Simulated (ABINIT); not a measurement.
A run of ABINIT 10.8.3 (patched build) is set up as follows.

Contents of run.abi:

```
# Datasets: one volume each
ndtset 7
getwfk -1
scalecart1 3*0.9795861087
scalecart2 3*0.9864848297
scalecart3 3*0.9932883884
scalecart4 3*1.0000000000
scalecart5 3*1.0066227096
scalecart6 3*1.0131594038
scalecart7 3*1.0196128224

# Pseudopotentials
pp_dirpath "./"
pseudos "Pb.upf"

# Structure
acell 6.6144323282 6.6144323282 6.6144323282
rprim
     0.0000000000     0.7071067812     0.7071067812
     0.7071067812     0.0000000000     0.7071067812
     0.7071067812     0.7071067812     0.0000000000
ntypat 1
znucl 82
natom 1
typat 1
xred
     0.0000000000     0.0000000000     0.0000000000

# Plane-wave basis
ecut 761.918815 eV

# k points
kptopt 1
ngkpt 9 9 9
nshiftk 1
shiftk 0.0 0.0 0.0

# Exchange and correlation
ixc 7

# Bands and occupations
nband 11
occopt 3
tsmear 0.05 eV

# SCF cycle
nstep 100
tolvrs 1.0e-10

# Output
iomode 3
prtwf 1
prtden 0
prteig 0
prtebands 0
```

Potentials or basis: PseudoDojo NC SR LDA v0.4.1 standard.

Command:

```console
$ abinit run.abi > log 2>&1
```

(1) Predict the equilibrium volume.

(2) What does it give for the bulk modulus?

(3) Predict the pressure derivative of the bulk modulus.

Answers

(1) 28.99 Å³/atom.

(2) 55 GPa.

(3) 5.4.

Caveat: pressures at fixed basis lie under the slope of the energies.

The cell as given is a measured one (30.32 Å³/atom); LDA puts the equilibrium volume -4.4 % from it, thermal expansion not counted.
